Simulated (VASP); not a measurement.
Input of a VASP 6.6.1 run:

INCAR

```
  PREC = Accurate
  ENCUT = 520
  EDIFF = 1E-7
  ISMEAR = 0
  SIGMA = 0.02
  LREAL = False
  LASPH = True
  NELM = 80
  ALGO = Normal
  ISIF = 3
  LWAVE = False
  LCHARG = False
  GGA = PE
  IBRION = 2
  NSW = 80
  EDIFFG = -0.002
  KPAR = 4
```

KPOINTS

```
Automatic mesh
0
Gamma
  6 6 2
```

POSCAR

```
AlN
1.0
    3.1130000000      0.0000000000      0.0000000000
   -1.5565000000      2.6959370800      0.0000000000
    0.0000000000      0.0000000000      4.9810000000
Al N
2 2
Direct
    0.3333333300      0.6666666700      0.0000000000
    0.6666666700      0.3333333300      0.5000000000
    0.3333333300      0.6666666700      0.3800000000
    0.6666666700      0.3333333300      0.8800000000
```

Potentials or basis: VASP PAW PBE potentials, release 64 (Al, N).

Run with:

```sh
$ cat potpaw_PBE.64/Al/POTCAR potpaw_PBE.64/N/POTCAR > POTCAR
$ mpirun -np 4 vasp_std > vasp.out
```

What does it give for the relaxed cell?

a = 3.128 Å, b = 3.128 Å, c = 5.016 Å, α = 90.00°, β = 90.00°, γ = 120.00°.

Predict the space group after relaxing (to 0.05 Å).

P6_3mc (No. 186).

Estimate the relaxed volume.

10.63 Å³/atom.

Predict the band gap on the k mesh.

4.06 eV, direct.

Step by step:
```tsv
step	energy change (eV)	largest force (eV/Å)	pressure (GPa)	volume (Å³)
1	0.0000	0.1307	3.43	41.80
2	-0.0018	0.0935	-2.88	43.17
3	-0.0087	0.0034	0.00	42.52
4	-0.0087	0.0057	0.07	42.50
5	-0.0087	0.0069	0.05	42.50
6	-0.0087	0.0074	0.04	42.51
7	-0.0087	0.0022	-0.03	42.52
8	-0.0087	0.0006	-0.01	42.52
```

Caveat: the k mesh is coarse (spacing up to 0.63 Å⁻¹), so the values aren't converged. Zero-point motion and thermal expansion aren't in these numbers.
